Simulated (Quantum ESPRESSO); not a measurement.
Ti: equation of state with PBE

The system is Ti.

```
CELL_PARAMETERS angstrom
4.56737 0.00000 0.00000
-2.28369 3.95546 0.00000
0.00000 0.00000 2.82624
ATOMIC_POSITIONS crystal
Ti 0.66667 0.33333 0.50000
Ti 0.33333 0.66667 0.50000
Ti 0.00000 0.00000 0.00000
```

This isn't the form of Ti at room conditions, which is hcp.

- Program: Quantum ESPRESSO 7.5
- Task: equation of state
- Functional: PBE
- Potentials or basis: PseudoDojo 0.4 SR PBE stringent
- Cutoff: 1143 eV
- Density cutoff: 4572 eV
- k mesh: 7 × 7 × 9
- Occupations: fermi-dirac, width 0.05 eV
- Spin: no spin polarisation
- Mixing beta: 0.5
- Most SCF iterations: 120
- SCF threshold: 6e-10 Ry

```json
{
 "Equilibrium volume": "17.16 Å³/atom",
 "Bulk modulus at fixed shape and positions": "112 GPa",
 "Pressure derivative of the bulk modulus": "3.6"
}
```

Energy against volume, from the lowest point:
```tsv
volume (Å³/atom)	energy (meV/atom)
15.999	30.18
16.339	14.39
16.679	4.50
17.020	0.00
17.360	0.41
17.701	5.31
18.041	14.30
```

All runs of the series together: 12 min on 1 thread of Arm Neoverse V1 (shared host).

Caveat: the cell was scaled at fixed shape and fractional positions, which overstates the stiffness of a crystal with free parameters, most of all of layers and chains.
